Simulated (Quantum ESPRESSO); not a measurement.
# BN in Quantum ESPRESSO: the effect of target pressure

The system is BN.

```xyz
4
Lattice="2.4982 0.0000 0.0000 -1.2491 2.1635 0.0000 0.0000 0.0000 6.6357" Properties=species:S:1:pos:R:3 pbc="T T T"
N     1.2491    0.7212    1.6589
N     0.0000    1.4424    4.9768
B     1.2491    0.7212    4.9768
B     0.0000    1.4424    1.6589
```

Alike in all runs:

* Program: Quantum ESPRESSO 7.5
* Task: relaxation of cell and atoms
* Functional: PBE
* Potentials or basis: SSSP 1.3 efficiency PBE
* Cutoff: 939 eV
* Density cutoff: 7510 eV
* k mesh: 12 × 12 × 4
* Occupations: fermi-dirac, width 0.05 eV
* Spin: no spin polarisation

Each run relaxes the cell or the atoms first.

```tsv
target pressure	relaxed volume (Å³/atom)	gap on the mesh (eV)
0 GPa	10.75	4.54
2 GPa	9.25	4.34
5 GPa	8.55	4.20
10 GPa	7.92	4.13
20 GPa	7.22	3.98
30 GPa	?	?
```

Problem. What does the run with target pressure 30 GPa give?

Solution. Relaxed volume 6.78 Å³/atom; gap on the mesh 3.90 eV.

Worked out: A parabola through the other rows of the relaxed volume, of slope 0.32 Å³/atom per GPa there, extrapolates to 9.28 Å³/atom, against the run's 6.78. The fit is too stiff a form for this range. A parabola through the other rows of the gap on the mesh, of slope 0.039 eV per GPa there, extrapolates to 4.22 eV, against the run's 3.90. The fit is too stiff a form for this range.

Caveats: this functional lacks dispersion, which binds the layers, so the pressure and a relaxed spacing across them are unreliable (some runs); the volume moved by over 15 % at a fixed basis, so the end points are rough (some runs); this functional lacks dispersion, which binds the layers, so the pressure and a relaxed spacing across them are unreliable, and here the layers came unbound (some runs).

A k mesh can miss the band edges.
